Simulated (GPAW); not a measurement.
Here is a GPAW 26.7.0 calculation.

Contents of run.py:

```python
import numpy as np
from ase.dft.bandgap import bandgap
from ase.io import read, write
from gpaw import GPAW, PW
from gpaw.response.df import DielectricFunction

atoms = read('GaN.xyz')

calc = GPAW(mode=PW(600),
            xc='PBE',
            kpts={'size': (8, 8, 4), 'gamma': True},
            occupations={'name': 'fermi-dirac', 'width': 0.001},
            nbands=18,
            convergence={'density': 1e-06},
            maxiter=150,
            txt='gpaw.txt')
atoms.calc = calc
energy = atoms.get_potential_energy()
calc.write('gs.gpw')
write('result.traj', atoms)
print(f'Energy: {energy:.6f} eV')
print('Fermi level:', round(calc.get_fermi_level(), 4), 'eV')
print(f'Gap: {bandgap(calc)[0]:.4f} eV, direct: {bandgap(calc, direct=True)[0]:.4f} eV')

for size in [(15, 15, 8)]:
    name = 'x'.join(str(n) for n in size)
    dense = calc.fixed_density(kpts={'size': size, 'gamma': True},
                               nbands=54, convergence={'bands': 48, 'eigenstates': 1e-7},
                               update_fermi_level=True, txt=f'dense-{name}.txt')
    dense.write(f'{name}.gpw', mode='all')
    df = DielectricFunction(f'{name}.gpw', frequencies=np.array([0.0]), hilbert=False, eta=0.001,
                            ecut=80, nbands=48, intraband=False, txt=f'df-{name}.txt')
    for xc in ['RPA']:
        for direction in ['x', 'y', 'z', [0, 1, 1], [1, 0, 1], [1, 1, 0]]:
            e0, e = df.get_macroscopic_dielectric_constant(xc=xc, direction=direction)
            print(f'{name} {xc} {direction}: {e0:.4f} without, {e:.4f} with local fields')
```

File GaN.xyz:

```xyz
4
Lattice="3.1800000000 0.0000000000 0.0000000000 -1.5900000000 2.7539607840 0.0000000000 0.0000000000 0.0000000000 5.1660000000" Properties=species:S:1:pos:R:3 pbc="T T T"
Ga     1.5900000002      0.9179869279      2.5830000000
Ga    -0.0000000002      1.8359738561      0.0000000000
N      1.5900000002      0.9179869279      4.5202500000
N     -0.0000000002      1.8359738561      1.9372500000
```

Potentials or basis: GPAW PAW data sets (gpaw-data 1.2.1), pw.

Launch:

```sh
$ OMP_NUM_THREADS=1 python run.py
```

**Question.** Predict the electronic dielectric tensor (diagonal).

**Answer.** 5.36, 5.36, 5.46.

**Question.** Predict the band gap on the k mesh.

**Answer.** 2.05 eV, direct.

Electronic dielectric tensor:
```
5.36 0.00 0.00
0.00 5.36 0.00
0.00 0.00 5.46
```

Caveat: the long-wavelength limit can be off by a per cent or two; an odd mesh through Γ misses points on the zone boundary, where band edges often lie.

**Measured values to compare with.**

“Studying electronic properties in GaN without electrical contacts using γ-γ vs e−-γ Perturbed Angular Correlations”, 2019, pmc:6823545 quotes, for a bulk crystal of GaN: band gap 3.503 ± 0.005 eV (direct).

Against the measured gap of GaN, 3.503 eV (direct; quoted in “Studying electronic properties in GaN without electrical contacts using γ-γ vs e−-γ Perturbed Angular Correlations”, 2019, pmc:6823545), the calculated 2.05 eV is off by -1.45 eV. Spin-orbit coupling on Ga is left out. The value is that of PBE on a finite k mesh, which can miss the band edges, without temperature or zero-point motion. Semilocal functionals fall short of measured gaps as a rule.
